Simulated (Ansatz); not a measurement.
# Na under changes of volume

One of the cells (39.256 Å³/atom); the others are scaled copies at fixed shape and fractional positions:

```
Na
1.0
    -2.14100    2.14100    2.14100
     2.14100   -2.14100    2.14100
     2.14100    2.14100   -2.14100
Na
1
Direct
  0.00000 0.00000 0.00000
```

* Program: Ansatz 0.2.0
* Functional: B88-PBE
* Potentials or basis: all-electron LAPW, scalar-relativistic
* Cutoff: 66 eV (chosen from the basis error)
* Basis error allowed: 0.002 eV/atom
* k mesh: 9 × 9 × 9
* Occupations: fermi-dirac, width 0.05 eV
* Spin: collinear spin, ferromagnetic start
* Starting moments: [0.5] μB

| volume (Å³/atom) | energy over the lowest point (meV/atom) | pressure (GPa) |
| --- | --- | --- |
| 36.901 | 1.66 | 0.3 |
| 37.686 | 0.46 | 0.2 |
| 38.471 | 0.00 | 0.0 |
| 39.256 | ? | ? |
| 40.041 | 1.19 | -0.2 |
| 40.827 | 2.60 | -0.4 |
| 41.612 | 4.62 | -0.5 |

**Question.** What does the run at 39.256 Å³/atom give?

**Answer.** Energy over the lowest point 0.28 meV/atom; pressure -0.1 GPa.

Worked out: A Birch-Murnaghan fit of order 3 (a polynomial in V^(-2/3)) to the other rows has its minimum at 38.56 Å³/atom with B0 = V·E''(V) = 6.9 GPa and B' = 3.8. It gives 0.27 meV/atom at 39.256 Å³/atom, against the run's 0.28, and -dE/dV = -0.1 GPa, against -0.1.

Energies are extrapolated to zero smearing.

Caveats: the starting moments weren't kept.
